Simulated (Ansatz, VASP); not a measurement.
# Two plane-wave programs on Pb

```
CELL_PARAMETERS angstrom
3.51020 0.00000 0.00000
-1.75510 3.03993 0.00000
0.00000 0.00000 5.97085
ATOMIC_POSITIONS crystal
Pb 0.33333 0.66667 0.25000
Pb 0.66667 0.33333 0.75000
```

Alike in both runs: functional PBE; k mesh 12 × 12 × 7; occupations fermi-dirac, width 0.05 eV; no spin polarisation.

Ansatz relaxed the structure, and its values are those at the end. VASP's run is a single point on that final structure, the one shown.

|  | VASP | Ansatz |
| --- | --- | --- |
| version | VASP 6.6.1 | Ansatz 0.2.0 |
| potentials or method | VASP PAW PBE potentials, release 64 (Pb_d) | PAW with Ansatz's default frozen-core files, scalar-relativistic |
| plane-wave cutoff (eV) | 520 | 420 |
| valence electrons in the cell | 28 | 28 |

|  | VASP | Ansatz | Ansatz less VASP |
| --- | --- | --- | --- |
| pressure (GPa) | 0.2 | 0.2 | +0.06 |

The runs have no spin-orbit coupling, so splittings on Pb are missing.
